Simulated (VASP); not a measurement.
# Hf (P6_3/mmc) in VASP: phonons with PBE

Aim: the phonons of Hf with PBE.

Everything below comes from runs of VASP 6.6.1. Logs are shortened: lines on timing, memory, paths and dates and some standing lists are left out, and cuts for length are marked.

## Step 1: The structure

It takes space group P6_3/mmc (No. 194, hexagonal). The conventional cell has a = 3.197 Å, b = 3.197 Å, c = 5.058 Å, α = 90.00°, β = 90.00°, γ = 120.00°. Hf (site symmetry -6m2) has 12 Hf at 3.13 to 3.20 Å as nearest neighbours.

## Step 2: Phonons, PBE

The input, POSCAR:

```
Hf
1.0
    3.1967000000      0.0000000000      0.0000000000
   -1.5983500000      2.7684234100      0.0000000000
    0.0000000000      0.0000000000      5.0578000000
Hf
2
Direct
    0.3333333300      0.6666666700      0.2500000000
    0.6666666700      0.3333333300      0.7500000000
```

The input, INCAR.step1:

```
SYSTEM = Hf
PREC = Accurate ; ENCUT = 600
EDIFF = 1E-8 ; ISMEAR = 0
SIGMA = 0.1 ; LREAL = .FALSE.
LASPH = .TRUE. ; NELM = 100
ALGO = Normal ; ISIF = 3
LWAVE = .FALSE. ; LCHARG = .FALSE.
GGA = PE ; IBRION = 2
NSW = 40 ; EDIFFG = -0.002
```

The input, INCAR.step2:

```
SYSTEM = Hf
PREC = Accurate ; ENCUT = 600
EDIFF = 1E-8 ; ISMEAR = 0
SIGMA = 0.1 ; LREAL = .FALSE.
LASPH = .TRUE. ; NELM = 100
ALGO = Normal ; ISIF = 2
LWAVE = .FALSE. ; LCHARG = .FALSE.
GGA = PE ; IBRION = 8
NSW = 1
```

The input, KPOINTS:

```
Automatic mesh
0
G
  15 15 8
  0 0 0
```

Potentials or basis: VASP PAW PBE potentials, release 64 (Hf_pv).

The run is started by

```sh
> cat potpaw_PBE.64/Hf_pv/POTCAR > POTCAR
> cp INCAR.step1 INCAR
> mpirun -np 1 vasp_std > vasp.out
> cp CONTCAR POSCAR
> cp INCAR.step2 INCAR
> mpirun -np 1 vasp_std > vasp.out
```

OUTCAR:

```text
SYSTEM = Hf
   PREC = Accurate
   ENCUT = 600
   EDIFF = 1E-8
   ISMEAR = 0
   LREAL = .FALSE.
   LASPH = .TRUE.
   NELM = 100
   ISIF = 2
   GGA = PE
   IBRION = 8
   NSW = 1

 ion  position               nearest neighbor table
   1  0.333  0.667  0.250-   2 3.13   2 3.13   2 3.13   2 3.13   2 3.13   2 3.13
   2  0.667  0.333  0.750-   1 3.13   1 3.13   1 3.13   1 3.13   1 3.13   1 3.13

  LATTYP: Found a hexagonal cell.
 ALAT       =     3.2014002548
 C/A-ratio  =     1.5799571871

  Lattice vectors:

 A1 = (   3.2014002548,   0.0000000000,   0.0000000000)
 A2 = (  -1.6007001274,   2.7724939501,   0.0000000000)
 A3 = (   0.0000000000,   0.0000000000,   5.0580753415)

Analysis of symmetry for initial positions (statically):
=====================================================================
 Subroutine PRICEL returns:
 Original cell was already a primitive cell.

 Routine SETGRP: Setting up the symmetry group for a
 hexagonal supercell.

 Subroutine GETGRP returns: Found 24 space group operations
 (whereof 12 operations were pure point group operations)
 out of a pool of 24 trial point group operations.

The static configuration has the point symmetry D_3d.
 The point group associated with its full space group is D_6h.

Analysis of symmetry for dynamics (positions and initial velocities):
=====================================================================
 Subroutine PRICEL returns:
 Original cell was already a primitive cell.

 Routine SETGRP: Setting up the symmetry group for a
 hexagonal supercell.

 Subroutine GETGRP returns: Found 24 space group operations
 (whereof 12 operations were pure point group operations)
 out of a pool of 24 trial point group operations.

The dynamic configuration has the point symmetry D_3d.
 The point group associated with its full space group is D_6h.

 Subroutine INISYM returns: Found 24 space group operations
 (whereof 12 operations are pure point group operations),
 and found     1 'primitive' translations

----------------------------------------------------------------------------------------

                                     Primitive cell

  volume of cell :      44.8948

  direct lattice vectors                    reciprocal lattice vectors
     3.201400255  0.000000000  0.000000000     0.312363316  0.180343045  0.000000000
    -1.600700127  2.772493950  0.000000000     0.000000000  0.360686089  0.000000000
     0.000000000  0.000000000  5.058075341     0.000000000  0.000000000  0.197703659

  length of vectors
     3.201400255  3.201400256  5.058075341     0.360686089  0.360686089  0.197703659

  position of ions in fractional coordinates (direct lattice)
     0.333333330  0.666666670  0.250000000
     0.666666670  0.333333330  0.750000000

  ion indices of the primitive-cell ions
   primitive index   ion index
                 1           1
                 2           2

----------------------------------------------------------------------------------------

 KPOINTS: Automatic mesh

Automatic generation of k-mesh.
 Grid dimensions read from file:
 generate k-points for:   15   15    8

 Generating k-lattice:

  Cartesian coordinates                     Fractional coordinates (reciprocal lattice)
     0.020824221  0.012022870  0.000000000     0.066666667  0.000000000  0.000000000
     0.000000000  0.024045739  0.000000000     0.000000000  0.066666667  0.000000000
     0.000000000  0.000000000  0.024712957     0.000000000  0.000000000  0.125000000

  Length of vectors
     0.024045739  0.024045739  0.024712957

  Shift w.r.t. Gamma in fractional coordinates (k-lattice)
     0.000000000  0.000000000  0.000000000

 Subroutine IBZKPT returns following result:
 ===========================================

 Found    135 irreducible k-points:

 Following reciprocal coordinates:
            Coordinates               Weight
  0.000000  0.000000  0.000000      1.000000
  0.066667  0.000000  0.000000      6.000000
  0.133333  0.000000  0.000000      6.000000
  0.200000  0.000000  0.000000      6.000000
  0.266667  0.000000  0.000000      6.000000
  0.333333  0.000000  0.000000      6.000000
[... 16 lines left out ...]
  0.333333  0.200000  0.000000     12.000000
  0.400000  0.200000  0.000000      6.000000
 [... further k-points ...]
   k-points           NKPTS =    135   k-points in BZ     NKDIM =    135   number of bands    NBANDS=     14
   number of dos      NEDOS =    301   number of ions     NIONS =      2
[... 32 lines left out ...]
   EFERMI_NEDOS =   21; number of points for ismear=-14 and -15
   IALGO  =     38    algorithm
   IMIX   =      4    mixing-type and parameters
     AMIX     =   0.40;   BMIX     =  1.00
     AMIX_MAG =   1.60;   BMIX_MAG =  1.00
  volume/ion in A,a.u.               =      22.45       151.48
  Fermi-wavevector in a.u.,A,eV,Ry     =   1.250315  2.362753 21.269828  1.563288
  Thomas-Fermi vector in A             =   2.384315
   LORBIT       =      0    0 simple, 1 ext, 2 COOP (PROOUT), +10 PAW based schemes
   GGA     = PE    functional components
   LHFCALC =     F    Hartree Fock is set to
   AEXX    =    0.0000 exact exchange contribution
   IVDW    =     0    specifies the selected vdW correction
   LEPSILON=     F    determine dielectric tensor
   LRPA    =     F    only Hartree local field effects (RPA)
 non-spin polarized calculation
 Gauss-broadening in eV      SIGMA  =   0.10
  energy-cutoff  :      600.00
  volume of cell :       44.89
 maximum number of plane-waves:      1522
 NGX is ok and might be reduce to    28
   NGX = 13   NGY = 13   NGZ = 21

--------------------------------------- Ionic step        1  -------------------------------------------

 number of electron      20.0000001 magnetization

 Free energy of the ion-electron system (eV)
  ---------------------------------------------------
  ext. energy  EPLUGINS =         0.00000000
  ---------------------------------------------------
  free energy    TOTEN  =       -19.85451043 eV

  energy without entropy =      -19.84730881  energy(sigma->0) =      -19.85090962

 E-fermi :   4.9042     XC(G=0): -11.2678

 val. band max:        4.8916642468   @ k =   0.1333   0.0000   0.0000
 cond. band min:       4.9226638133   @ k =   0.1333   0.0667   0.2500
 fundamental gap:      0.0309995665
 Fermi energy:         4.9041984748

 k-point     1 :       0.0000    0.0000    0.0000
  band No.  band energies     occupation
      1     -26.1866      2.00000
      2     -25.4489      2.00000
      3     -25.4489      2.00000
      4     -25.3272      2.00000
      5     -25.3215      2.00000
      6     -25.3215      2.00000
      7      -2.4745      2.00000
      8       1.2006      2.00000
      9       5.5355      0.00000
     10       6.0726      0.00000
     11       6.0726      0.00000
     12       6.3633      0.00000
     13       6.8937      0.00000
     14       6.8937      0.00000
[... 377 lines left out ...]
      1     -25.9514      2.00000
      2     -25.8094      2.00000
      3     -25.7661      2.00000
      4     -25.7198      2.00000
      5     -25.5933      2.00000
      6     -25.5355      2.00000
      7       2.3143      2.00000
      8       2.7565      2.00000
      9       2.9380      2.00000
     10       3.6586      2.00000
     11       5.2923      0.00000
     12       5.5428      0.00000
     13       6.7532      0.00000
     14       9.9492      0.00000

 [... further k-points ...]

------------------------ aborting loop because EDIFF is reached ----------------------------------------

  FORCE on cell =-STRESS in cart. coord.  units (eV):
  Direction    XX          YY          ZZ          XY          YZ          ZX
  --------------------------------------------------------------------------------------
  -------------------------------------------------------------------------------------
  Total       -0.0004673     -0.0004673     -0.0012371      0.0000000      0.0000000      0.0000000
  in kB       -0.0166757     -0.0166757     -0.0441482      0.0000000      0.0000000      0.0000000
  external PRESSURE =      -0.0258332 kB  Pullay stress =       0.0000000 kB

 VOLUME and BASIS-vectors are now :
 -----------------------------------------------------------------------------
  energy-cutoff  :      600.00
  volume of cell :       44.89
      direct lattice vectors                 reciprocal lattice vectors
     3.201400255  0.000000000  0.000000000     0.312363316  0.180343045  0.000000000
    -1.600700127  2.772493950  0.000000000     0.000000000  0.360686089  0.000000000
     0.000000000  0.000000000  5.058075341     0.000000000  0.000000000  0.197703659

 POSITION                                       TOTAL-FORCE (eV/Angst)
 -----------------------------------------------------------------------------------
     -0.00000      1.84833      1.26452        -0.000000     -0.000000      0.000000
      1.60070      0.92416      3.79356         0.000000      0.000000      0.000000
 -----------------------------------------------------------------------------------
    total drift:                               -0.000002      0.000001     -0.000000

  FREE ENERGIE OF THE ION-ELECTRON SYSTEM (eV)
  ---------------------------------------------------
  free  energy   TOTEN  =       -19.8545104256 eV

  energy  without entropy=      -19.8473088055  energy(sigma->0) =      -19.85090962

[... ionic steps 2 to 3 ...]

--------------------------------------- Ionic step        4  -------------------------------------------

------------------------ aborting loop because EDIFF is reached ----------------------------------------

[... ionic steps 5 to 5 ...]

--------------------------------------- Ionic step        6  -------------------------------------------

 Free energy of the ion-electron system (eV)
  ---------------------------------------------------
  ---------------------------------------------------
  free energy    TOTEN  =        -0.25314510 eV

  energy without entropy =       -0.25314510

------------------------ aborting loop because EDIFF is reached ----------------------------------------

 INTERNAL STRAIN TENSOR  FOR ION    1  DIRECTION 3   (eV/Angst):
 -----------------------------------------------------------------------------
     0.04017 -0.00000  0.00000
     0.00000  0.04017 -0.00000
     0.00000  0.00000 -0.07768

 INTERNAL STRAIN TENSOR FOR ION    2 for displacements in x,y,z  (eV/Angst):
          X           Y           Z          XY          YZ          ZX
  --------------------------------------------------------------------------------
  x     0.00000    -0.00000     0.00000     3.04432     0.00000     0.00000
  y     3.04432    -3.04432     0.00000     0.00000     0.00000     0.00000
  z     0.00000    -0.00000     0.00000    -0.00000     0.00000     0.00000

 SECOND DERIVATIVES (NOT SYMMETRIZED)
 ------------------------------------
               1X          1Y          1Z          2X          2Y          2Z
  1X    -2.161968    0.000000    0.000000    2.161968   -0.000000    0.000000
  1Y    -0.000000   -2.161968    0.000000    0.000000    2.161968    0.000000
  1Z     0.000000    0.000000   -3.059764    0.000000    0.000000    3.059764
  2X     2.161968   -0.000000    0.000000   -2.161968    0.000000    0.000000
  2Y     0.000000    2.161968    0.000000   -0.000000   -2.161968    0.000000
  2Z     0.000000    0.000000    3.059764    0.000000    0.000000   -3.059764

 Eigenvectors and eigenvalues of the dynamical matrix
 ----------------------------------------------------

   1 f  =    2.894695 THz    18.187903 2PiTHz   96.556621 cm-1    11.971490 meV
             X         Y         Z           dx          dy          dz
     -0.000000  1.848329  1.264519     0.000000    0.000000    0.707107
      1.600700  0.924165  3.793557     0.000000    0.000000   -0.707107
[... 16 lines left out ...]
   5 f  =    0.000000 THz     0.000000 2PiTHz    0.000001 cm-1     0.000000 meV
             X         Y         Z           dx          dy          dz
     -0.000000  1.848329  1.264519    -0.588356   -0.386124   -0.068889
      1.600700  0.924165  3.793557    -0.588356   -0.386124   -0.068889

   6 f/i=    0.000000 THz     0.000000 2PiTHz    0.000000 cm-1     0.000000 meV
             X         Y         Z           dx          dy          dz
     -0.000000  1.848329  1.264519     0.392069   -0.575530   -0.122668
      1.600700  0.924165  3.793557     0.392069   -0.575530   -0.122668

--------------------------------------------------------------------------------------------------------

 ELASTIC MODULI CONTR FROM IONIC RELAXATION (kBar)
 Direction    XX          YY          ZZ          XY          YZ          ZX
 --------------------------------------------------------------------------------
 XX        -152.9837    152.9837     -0.0000      0.0000     -0.0000     -0.0000
 YY         152.9837   -152.9837      0.0000     -0.0000      0.0000      0.0000
 ZZ          -0.0000      0.0000     -0.0000      0.0000     -0.0000     -0.0000
 XY           0.0000     -0.0000      0.0000   -152.9837      0.0000      0.0000
 YZ          -0.0000      0.0000     -0.0000      0.0000     -0.0000     -0.0000
 ZX          -0.0000      0.0000     -0.0000      0.0000     -0.0000     -0.0000
 --------------------------------------------------------------------------------
```

It took 32 min on 1 thread of Intel Xeon Platinum 8375C at 2.90GHz (Ice Lake), shared host; peak memory 0.9 GiB.

Results:

```
Relaxed volume                         : 22.45 Å³/atom
Relaxed cell                           : a = 3.201 Å, b = 3.201 Å, c = 5.058 Å, α = 90.00°, β = 90.00°, γ = 120.00°
Space group after relaxing (to 0.05 Å) : P6_3/mmc (No. 194)
Highest phonon frequency at Γ          : 97 cm⁻¹
```

Step by step:
| step | energy change (eV) | largest force (eV/Å) | pressure (GPa) | volume (Å³) |
| --- | --- | --- | --- | --- |
| 1 | 0.0000 | 0.0000 | 0.32 | 44.76 |
| 2 | 0.0000 | 0.0000 | -0.39 | 45.05 |
| 3 | -0.0001 | 0.0000 | -0.01 | 44.90 |
| 4 | -0.0001 | 0.0000 | -0.01 | 44.90 |
| 5 | -0.0002 | 0.0000 | -0.01 | 44.90 |
| 6 | -0.0002 | 0.0000 | 0.00 | 44.89 |

Final structure:
```
Hf
1.0
     3.20140    0.00000    0.00000
    -1.60070    2.77249    0.00000
     0.00000    0.00000    5.05808
Hf
2
Direct
  0.33333 0.66667 0.25000
  0.66667 0.33333 0.75000
```

Phonon frequencies in cm⁻¹ (negative: imaginary):
| q point | frequencies |
| --- | --- |
| (0.000, 0.000, 0.000) | 0 0 0 81 81 97 |
